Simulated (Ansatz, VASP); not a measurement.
## AlN in VASP and in Ansatz

File INCAR:

```
SYSTEM = AlN
ALGO     = Normal         ! electronic algorithm
EDIFF    = 1E-6           ! SCF threshold, eV
ENCUT    = 520            ! plane-wave cutoff, eV
GGA      = PS             ! functional
ISIF     = 2              ! what is computed and relaxed
ISMEAR   = 0              ! smearing method
LASPH    = .True.         ! aspherical terms in the spheres
LCHARG   = .True.         ! write CHGCAR
LELF     = .True.         ! ELF
LREAL    = .False.        ! projectors in reciprocal space
LVHAR    = .True.       
LWAVE    = .False.        ! write WAVECAR
NBANDS   = 11             ! bands
NELM     = 100            ! most SCF steps
PREC     = Accurate       ! precision mode
SIGMA    = 0.05           ! smearing width, eV
```

Contents of KPOINTS:

```
k-points
0
Gamma
  10 10 10
  0 0 0
```

Contents of POSCAR:

```
AlN
1.0
    0.0000000000      2.3418626456      2.1120536944
    2.1120536944      0.0000000000      2.1120536944
    2.1120536944      2.3418626456      0.0000000000
Al N
1 1
Direct
   -0.0022533278      0.0022533278      0.0022533278
    0.7543405620      0.7456594380      0.7456594380
```

Input for Ansatz:

```yaml
crystal:
  lattice:
    - [0.0, 2.3418626456, 2.1120536944]
    - [2.1120536944, 0.0, 2.1120536944]
    - [2.1120536944, 2.3418626456, 0.0]
  atoms:
    - { symbol: Al, position: [-0.0022533278, 0.0022533278, 0.0022533278] }
    - { symbol: "N", position: [0.754340562, 0.745659438, 0.745659438] }
basis:
  ecutwfc: 520.0
kpoints:
  mp_grid: { grid: [10, 10, 10] }
hamiltonian:
  xc: pbesol
  pseudopotentials: { kind: paw, azcp: { folder: soft_1 } }
scf:
  occupations: { method: gaussian, width: 0.05 }
output:
  forces: true
  stress: true
  eigenvalues: true
```

Change from the starting cell: mode 4 frozen in at -0.019 Å, strain +e along z and -e/2 along x and y +0.0700.

Alike in both runs: task single point; functional PBEsol; k mesh 10 × 10 × 10; occupations gaussian, width 0.05 eV; no spin polarisation.

|  | VASP | Ansatz |
| --- | --- | --- |
| version | VASP 6.6.1 | Ansatz 0.2.0 |
| potentials or method | VASP PAW PBE potentials, release 64 (Al, N) | scalar-relativistic, plane waves, PAW |
| plane-wave cutoff (eV) | 520 | 520 |
| valence electrons in the cell | 8 | 8 |

Ansatz gave:

* gap on the k mesh at the Fermi level (eV): 2.84
* least direct gap on the mesh (eV): 3.82
* pressure (GPa): 0.1
* largest component of the traceless stress (GPa): 12.16
* rms of the force components (eV/Å): 0.213

Task: Which values does VASP return?

Result: gap on the k mesh at the Fermi level (eV): 2.83; least direct gap on the mesh (eV): 3.84; pressure (GPa): 0.1; largest component of the traceless stress (GPa): 12.19; rms of the force components (eV/Å): 0.215.

Atom by atom the forces differ by 0.001 eV/Å (rms over components). Ansatz warned: «pseudo_functional_mismatch».

Caveats: the PAW data sets were made with another functional, which shifts forces and pressure a little (VASP). A k mesh can miss the band edges.
